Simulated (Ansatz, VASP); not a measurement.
## CdS: VASP beside Ansatz

INCAR

```
SYSTEM = CdS
PREC = Accurate
ENCUT = 520
EDIFF = 1E-6
ISMEAR = -1
SIGMA = 0.05
LREAL = .FALSE.
LASPH = .TRUE.
NELM = 60
ALGO = Fast
ISIF = 2
LWAVE = .FALSE.
LCHARG = .FALSE.
GGA = PE
NBANDS = 16
```

The input KPOINTS:

```
Automatic mesh
0
G
  8 8 8
  0 0 0
```

Contents of POSCAR:

```
CdS
1.0
    0.0000000000      2.7347652956      2.7347652956
    2.7347652956      0.0000000000      2.7347652956
    2.7347652956      2.7347652956      0.0000000000
Cd S
1 1
Direct
    0.0000000000      0.0000000000      0.0000000000
    0.5000000000      0.5000000000      0.5000000000
```

Contents of input.yaml:

```yaml
crystal:
  lattice:
    - [0.0, 2.7347652956, 2.7347652956]
    - [2.7347652956, 0.0, 2.7347652956]
    - [2.7347652956, 2.7347652956, 0.0]
  atoms:
    - { symbol: Cd, position: [0.0, 0.0, 0.0] }
    - { symbol: S, position: [0.5, 0.5, 0.5] }
kpoints:
  mp_grid: { grid: [8, 8, 8] }
scf:
  occupations: { method: fermi_dirac, width: 0.05 }
hamiltonian:
  xc: pbe
  pseudopotentials: { kind: all_electron, lapw: { basis_error: 0.0005 } }
output:
  forces: true
  stress: true
  eigenvalues: true
```

Change from the starting cell: volume scaled by 0.98.

Alike in both runs: task single point; functional PBE; k mesh 8 × 8 × 8; occupations fermi-dirac, width 0.05 eV; no spin polarisation.

|  | VASP | Ansatz |
| --- | --- | --- |
| version | VASP 6.6.1 | Ansatz 0.2.0 |
| potentials or method | VASP PAW PBE potentials, release 64 (Cd, S) | all-electron LAPW, scalar-relativistic |
| plane-wave cutoff (eV) | 520 | see its input |

|  | VASP | Ansatz | Ansatz less VASP |
| --- | --- | --- | --- |
| gap on the k mesh at the Fermi level (eV) | 0.26 | 0.26 | +0.008 |
| least direct gap on the mesh (eV) | 1.66 | 1.69 | +0.026 |
| pressure (GPa) | 1.5 | 1.0 | -0.41 |

Ansatz ran all-electron here, so the differences hold the error of VASP's frozen core and of both bases.

A k mesh can miss the band edges.
